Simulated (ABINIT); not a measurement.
CaO:

```xyz
2
Lattice="0.0000 2.4036 2.4036 2.4036 0.0000 2.4036 2.4036 2.4036 0.0000" Properties=species:S:1:pos:R:3 pbc="T T T"
Ca    0.0000    0.0000    0.0000
O     2.4036    2.4036    2.4036
```

The cell is a database's computed one.

Base run:

| Item | Value |
| --- | --- |
| Program | ABINIT 10.8.3 (patched build) |
| Functional | PW91 |
| Potentials or basis | JTH PAW PBE v2.0 |
| Cutoff | 626 eV |
| k mesh | 10 × 10 × 10 |
| Occupations | fermi-dirac, width 0.05 eV |
| Spin | no spin polarisation |

Its results: band gap on the k mesh 3.66 eV, indirect (least direct gap 4.03 eV); pressure 0.8 GPa.

Q: After a change of settings the same cell gave: band gap on the k mesh 3.49 eV, indirect (least direct gap 3.87 eV); pressure -7.3 GPa. Which change was it?
A. functional from PW91 to PBE; k mesh from 10 × 10 × 10 to 13 × 13 × 13
B. functional from PW91 to LDA; potentials or basis from JTH PAW PBE v2.0 to PseudoDojo NC SR LDA v0.4.1 standard; cutoff from 626 eV to 1143 eV
C. functional from PW91 to SCAN; cutoff from 626 eV to 762 eV; fine-grid cutoff from 1224.51 eV to 1360.57 eV

A: B.

Caveats: the PAW data sets were made with another functional, which shifts forces and pressure a little (some runs).
